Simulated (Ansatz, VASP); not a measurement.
## Two plane-wave programs on Se

Contents of INCAR:

```
  ALGO = Normal
  EDIFF = 1E-6
  ENCUT = 520
  GGA = PE
  ISIF = 2
  ISMEAR = 0
  LASPH = T
  LCHARG = F
  LREAL = F
  LWAVE = F
  NBANDS = 9
  NELM = 100
  PREC = Accurate
  SIGMA = 0.1
```

KPOINTS

```
k-points
0
Gamma
  14 14 14
```

The input POSCAR:

```
Se
1.0
    2.8141324350      0.0000000000      0.0000000000
    0.0000000000      2.8141324350      0.0000000000
    0.0000000000      0.0000000000      2.8141324350
Se
1
Direct
    0.0000000000      0.0000000000      0.0000000000
```

Input for Ansatz:

```yaml
crystal:
  lattice:
    - [2.814132435, 0.0, 0.0]
    - [0.0, 2.814132435, 0.0]
    - [0.0, 0.0, 2.814132435]
  atoms:
    - { symbol: Se, position: [0.0, 0.0, 0.0] }
basis:
  ecutwfc: 420
kpoints:
  mp_grid: { grid: [14, 14, 14] }
hamiltonian:
  xc: pbe
scf:
  occupations: { method: gaussian, width: 0.1 }
output:
  forces: true
  stress: true
  eigenvalues: true
```

Alike in both runs: task single point; functional PBE; k mesh 14 × 14 × 14; occupations gaussian, width 0.1 eV; no spin polarisation.

```csv
,VASP,Ansatz
version,VASP 6.6.1,Ansatz 0.2.0
potentials or method,"VASP PAW PBE potentials, release 64 (Se)","scalar-relativistic, plane waves, PAW"
plane-wave cutoff (eV),520,420
valence electrons in the cell,6,16
```

```csv
,VASP,Ansatz,Ansatz less VASP
gap on the k mesh at the Fermi level (eV),none,none,-
pressure (GPa),1.2,1.2,-0.03
```

A gap of «none» marks a metal or a gap that the smearing closes. The two sets of potentials don't hold the same shells in valence.
